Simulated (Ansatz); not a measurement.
## Response to strain in RuO2

Base system: RuO2 in the rutile structure (space group P4_2/mnm, No. 136; a = 4.480 Å, c = 3.107 Å). Axes: x, y, z lie along a, b, c of the conventional cell.

Strains are applied to the cell and any free atomic positions relax; under biaxial strain the out-of-plane vector relaxes too; under stress the whole cell relaxes.

Method: r2SCAN in Ansatz (plane waves to 500 eV, PAW, scalar-relativistic without spin-orbit coupling).

Notes on the quantities. pressure: mean of the normal stresses, compression positive.

| change | pressure | volume per atom |
|---|---|---|
| base | 0.0 GPa | 10.39 Å³ |
| biaxial strain −4.28 %, plane normal [001], relaxed out of plane | 15.4 GPa | 9.81 Å³ |
| biaxial strain −0.71 %, plane normal [001], relaxed out of plane | 2.2 GPa | 10.30 Å³ |
| biaxial strain +0.87 %, plane normal [001], relaxed out of plane | -2.5 GPa | 10.51 Å³ |
| biaxial strain +2.37 %, plane normal [001], relaxed out of plane | -6.3 GPa | 10.70 Å³ |
| isotropic strain −1.91 % | 19.2 GPa | 9.81 Å³ |
| isotropic strain −1.08 % | 10.2 GPa | 10.06 Å³ |
| isotropic strain +1.26 % | ___ | 10.79 Å³ |
| uniaxial stress, 0.5 GPa compression along z | – | 10.39 Å³ |

Q: Complete the table.

A: 
- isotropic strain +1.26 %, pressure: -10.0 GPa

Without a gap, meshes like the base's 11×11×15 leave anisotropic stresses uncertain by several tenths of a GPa, and small strain energies with them. Stability under load was not tested beyond the relaxation. Starting moments died away, wholly or in part, for the base; another magnetic solution may exist. No Hubbard U is applied, and correlation can decide whether such a compound is a metal. All final runs are without spin polarisation.

Ansatz is an electronic-structure program.
